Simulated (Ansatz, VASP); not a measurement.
# Ca: VASP beside Ansatz

INCAR

```
SYSTEM = Ca
ALGO = Fast ; EDIFF = 1E-7
EDIFFG = -0.01 ; ENCUT = 600
GGA = RE ; IBRION = 2
ISIF = 3 ; ISMEAR = -1
LASPH = .True. ; LCHARG = .False.
LREAL = .False. ; LWAVE = .False.
NELM = 60 ; NSW = 80
PREC = Accurate ; SIGMA = 0.1
```

Contents of KPOINTS:

```
k-points
0
Gamma
  9 9 5
  0 0 0
```

File POSCAR:

```
Ca
1.0
    3.9515900202      0.0000000000      0.0000000000
   -1.9757950101      3.4221773429      0.0000000000
    0.0000000000      0.0000000000      6.4529465031
Ca
2
Direct
    0.3333333333      0.6666666667      0.2500000000
    0.6666666667      0.3333333333      0.7500000000
```

Input for Ansatz:

```yaml
crystal:
  lattice:
    - [3.9515900202, 0.0, 0.0]
    - [-1.9757950101, 3.4221773429, 0.0]
    - [0.0, 0.0, 6.4529465031]
  atoms:
    - { symbol: Ca, position: [0.3333333333, 0.6666666667, 0.25] }
    - { symbol: Ca, position: [0.6666666667, 0.3333333333, 0.75] }
hamiltonian:
  xc: revpbe
  pseudopotentials:
    kind: paw
    azcp:
      Ca: "pseudopotentials/Ca.paw.azcp"
basis:
  ecutwfc: 420
  fft_grid_basis: typed
kpoints:
  mp_grid: { grid: [9, 9, 5], shift: [0, 0, 0] }
magnetization:
  spin_polarized: false
scf:
  occupations: { method: fermi_dirac, width: 0.1 }
relax:
  max_steps: 60
  f_tol: 0.01
  cell: {}
```

The cell was built by a generator and needn't be a form met in nature.

Alike in both runs: task relaxation of cell and atoms; functional revPBE; k mesh 9 × 9 × 5; occupations fermi-dirac, width 0.1 eV; no spin polarisation.

|  | VASP | Ansatz |
| --- | --- | --- |
| version | VASP 6.6.1 | Ansatz 0.2.0 |
| potentials or method | VASP PAW PBE potentials, release 64 (Ca_sv) | plane waves (420 eV) with PAW, scalar-relativistic |
| plane-wave cutoff (eV) | 600 | 420 |
| valence electrons in the cell | 20 | 20 |

Ansatz gave:

| Quantity | Value |
| --- | --- |
| relaxed volume (Å³/atom) | 44.19 |
| relaxed cell length with the largest relative difference (Å) | 3.961 |

**Question.** Which values does VASP return?

**Answer.** Relaxed volume (Å³/atom): 44.31; relaxed cell length with the largest relative difference (Å): 3.967.

Caveats: the PAW data sets were made with another functional, which shifts forces and pressure a little (VASP).
